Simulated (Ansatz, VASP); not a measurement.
**Two plane-wave programs on Sb**

```
Sb
1.0
     2.15837    1.24614    3.67275
    -2.15837    1.24614    3.67275
     0.00000   -2.49228    3.67275
Sb
2
Direct
  0.23717 0.23717 0.23717
  0.76283 0.76283 0.76283
```

Alike in both runs: functional PBE; dispersion D3(BJ); k mesh 12 × 12 × 12; occupations fermi-dirac, width 0.15 eV; no spin polarisation.

Ansatz relaxed the structure, and its values are those at the end. VASP's run is a single point on that final structure, the one shown.

```csv
,VASP,Ansatz
version,VASP 6.6.1,Ansatz 0.2.0
potentials or method,"VASP PAW PBE potentials, release 64 (Sb)","scalar-relativistic, plane waves, PAW"
plane-wave cutoff (eV),520,420
valence electrons in the cell,10,30
```

```csv
,VASP,Ansatz,Ansatz less VASP
gap on the k mesh at the Fermi level (eV),none,none,-
pressure (GPa),0.1,0.0,-0.05
rms of the force components (eV/Å),0.020,0.000,-0.0204
```

A gap of «none» marks a metal or a gap that the smearing closes. The two sets of potentials don't hold the same shells in valence.

Caveats: pairwise dispersion overbinds metals, which lowers pressure and volume. Spin-orbit coupling is left out, which matters for the levels of Sb.
